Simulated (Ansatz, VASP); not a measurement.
**Two plane-wave programs on AgCl**

```
Ag Cl
1.0
     3.27324    0.08864    0.08864
     0.08864    3.27324    0.08864
     0.08864    0.08864    3.27324
Ag Cl
1 1
Cartesian
  0.0000 0.0000 0.0000
  1.7253 1.7253 1.7253
```

Alike in both runs: task single point; functional PBEsol; k mesh 12 × 12 × 12; occupations gaussian, width 0.05 eV; no spin polarisation.

|  | VASP | Ansatz |
| --- | --- | --- |
| version | VASP 6.6.1 | Ansatz 0.2.0 |
| potentials or method | VASP PAW PBE potentials, release 64 (Ag, Cl) | scalar-relativistic, plane waves, PAW |
| plane-wave cutoff (eV) | 520 | 420 |
| valence electrons in the cell | 18 | 26 |

```csv
,VASP,Ansatz,Ansatz less VASP
gap on the k mesh at the Fermi level (eV),0.35,0.35,-0.001
least direct gap on the mesh (eV),2.33,2.33,-0.003
pressure (GPa),4.2,4.4,+0.13
largest component of the traceless stress (GPa),0.51,0.50,-0.006
```

The two sets of potentials don't hold the same shells in valence.

Caveats: the PAW data sets were made with another functional, which shifts forces and pressure a little (VASP).
